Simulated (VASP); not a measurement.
**ZrO₂ in VASP 6.6.1, single-point calculation**

INCAR

```
ISMEAR = -1
LCHARG = .FALSE.
NSW = 0
EDIFF = 0.001
LWAVE = .FALSE.
LASPH = .TRUE.
IBRION = -1
ENCUT = 520
ADDGRID = .TRUE.
NBANDS = 19
NELM = 120
GGA = PE
LREAL = .FALSE.
ISIF = 2
SIGMA = 0.02
PREC = Accurate
```

KPOINTS

```
KPOINTS created by Atomic Simulation Environment
0
Gamma
8 8 8
0 0 0
```

POSCAR

```
Zr O
 1.0000000000000000
     0.0000000000000000    2.5447135875000000    2.5447135875000000
     2.5892460753000002    0.0000000000000000    2.5447135875000000
     2.5892460753000002    2.5447135875000000    0.0000000000000000
 Zr  O
   1   2
Cartesian
  0.0000000000000000  0.0000000000000000  0.0000000000000000
  1.2946230376500001  1.2723567937499998  1.2723567937500000
  3.8838691129500003  3.8170703812499998  3.8170703812499998
```

The recommended PBE PAW datasets give the neutral cell 24 valence electrons.

Command

```
mpirun -np 1 vasp_std
```

OSZICAR

```
N       E                     dE             d eps       ncg     rms          rms(c)
DAV:   1     0.180088276394E+03    0.18009E+03   -0.14214E+04  2242   0.129E+03
DAV:   2    -0.257711996604E+02   -0.20586E+03   -0.19940E+03  2748   0.345E+02
DAV:   3    -0.347114400875E+02   -0.89402E+01   -0.88888E+01  3129   0.679E+01
DAV:   4    -0.349452993894E+02   -0.23386E+00   -0.23338E+00  3047   0.857E+00
DAV:   5    -0.349488651012E+02   -0.35657E-02   -0.35655E-02  2831   0.996E-01    0.234E+01
DAV:   6    -0.286672509149E+02    0.62816E+01   -0.23558E+01  2388   0.394E+01    0.807E+00
DAV:   7    -0.285932077255E+02    0.74043E-01   -0.10101E+00  2694   0.778E+00    0.651E+00
DAV:   8    -0.285779345285E+02    0.15273E-01   -0.37860E-01  2469   0.571E+00    0.286E+00
DAV:   9    -0.285581018028E+02    0.19833E-01   -0.54796E-02  2468   0.213E+00    0.337E-01
DAV:  10    -0.285594614926E+02   -0.13597E-02   -0.66173E-03  2623   0.751E-01    0.344E-01
DAV:  11    -0.285592335229E+02    0.22797E-03   -0.81275E-04  1530   0.290E-01
   1 F= -.28559234E+02 E0= -.28559234E+02  d E =-.385105E-11
```

Standard output (part)

```
POSCAR found type information on POSCAR ZrO
 POSCAR found :  2 types and       3 ions
 LDA part: xc-table for (Slater+PW92), standard interpolation
 POSCAR, INCAR and KPOINTS ok, starting setup
 WAVECAR not read
 entering main loop
```

From OUTCAR

```
k-points           NKPTS =     59   k-points in BZ     NKDIM =     59   number of bands    NBANDS=     19

   NELECT =      24.0000    total number of electrons

   dimension x,y,z NGX =    28 NGY =   28 NGZ =   28
   dimension x,y,z NGXF=    56 NGYF=   56 NGZF=   56

  energy-cutoff  :      520.00
  volume of cell :       33.53
      direct lattice vectors                 reciprocal lattice vectors
     0.000000000  2.544713587  2.544713587    -0.193106405  0.196485767  0.196485767
     2.589246075  0.000000000  2.544713587     0.193106405 -0.196485767  0.196485767
     2.589246075  2.544713587  0.000000000     0.193106405  0.196485767 -0.196485767

 k-points in reciprocal lattice and weights: KPOINTS created by Atomic Simulation Env
   0.00000000  0.00000000  0.00000000       0.002
   0.12500000  0.00000000  0.00000000       0.016
   0.25000000  0.00000000  0.00000000       0.016
   0.37500000  0.00000000  0.00000000       0.016
   0.50000000  0.00000000  0.00000000       0.008
   0.12500000  0.12500000  0.00000000       0.008
   0.25000000  0.12500000  0.00000000       0.031
   0.37500000  0.12500000  0.00000000       0.031
   ...

 E-fermi :   7.5081

 k-point     1 :       0.0000    0.0000    0.0000
  band No.  band energies     occupation
      1     -41.1336      2.00000
      2     -18.9551      2.00000
      3     -18.9551      2.00000
      4     -18.9466      2.00000
      5     -11.0845      2.00000
      6      -8.5860      2.00000
      7       1.8943      2.00000
      8       1.8943      2.00000
      9       1.9116      2.00000
     10       6.3635      2.00000
     11       6.5807      2.00000
     12       6.5807      2.00000
     13      10.2524      0.00000
     14      10.4135      0.00000
     15      13.4809      0.00000
     16      16.1851      0.00000
     17      16.1928      0.00000
     18      16.1928      0.00000
     19      21.1867      0.00000

 k-point     2 :       0.1250    0.0000    0.0000
  band No.  band energies     occupation
      1     -41.1274      2.00000
      2     -19.0548      2.00000
      3     -18.9641      2.00000
      4     -18.9594      2.00000
      5     -10.8781      2.00000
      6      -8.7360      2.00000
      7       2.0445      2.00000
      8       2.0496      2.00000
      9       2.3058      2.00000
     10       6.0608      2.00000
     11       6.2491      2.00000
     12       6.3021      2.00000
     13      10.5414      0.00000
     14      10.6769      0.00000
     15      13.9493      0.00000
     16      15.6923      0.00000
     17      15.9694      0.00000
     18      15.9736      0.00000
     19      20.9195      0.00000

 k-point     3 :       0.2500    0.0000    0.0000
  band No.  band energies     occupation
      1     -41.1123      2.00000
      2     -19.2863      2.00000
      3     -18.9856      2.00000
      4     -18.9841      2.00000
      5     -10.4284      2.00000
      6      -9.0109      2.00000
      7       2.3997      2.00000
      8       2.4179      2.00000
      9       3.2645      2.00000
     10       5.3954      2.00000
     11       5.7205      2.00000
     12       5.8017      2.00000
     13      10.9765      0.00000
     14      11.0374      0.00000
     15      13.7276      0.00000
     16      15.5560      0.00000
     17      15.5646      0.00000
     18      15.9521      0.00000
     19      20.2121      0.00000

 ...

  Total       -1.1083092      0.4424043      0.4424043      0.0000000      0.0000000     -0.0000000
  in kB      -52.9529772     21.1372643     21.1372643      0.0000000      0.0000000     -0.0000000
  external PRESSURE =      -3.5594829 kB  Pullay stress =       0.0000000 kB

 POSITION                                       TOTAL-FORCE (eV/Angst)
 -----------------------------------------------------------------------------------
      0.00000      0.00000      0.00000         0.000000      0.000000      0.000000
      1.29462      1.27236      1.27236         0.000000     -0.000000     -0.000000
      3.88387      3.81707      3.81707        -0.000000      0.000000      0.000000
 -----------------------------------------------------------------------------------
    total drift:                                0.000000      0.000000      0.000000

  FREE ENERGIE OF THE ION-ELECTRON SYSTEM (eV)
  ---------------------------------------------------
  free  energy   TOTEN  =       -28.5592335229 eV

  energy  without entropy=      -28.5592335228  energy(sigma->0) =      -28.55923352
```

It converged. Results: gap between bands v and c on the k mesh 3.16 eV; least direct gap on the k mesh 3.66 eV; pressure -0.4 GPa. Band v is the last that the valence electrons fill when counted band by band, and c is the next.

For comparison, a separate PBE run of the intended cell, on usual settings and not on those above, gives a gap of 3.16 eV on its mesh and a pressure of -0.1 GPa.

The run above took about 48 s on one core of a shared host (Intel Xeon Platinum 8488C) and held 0.25 GiB at most.
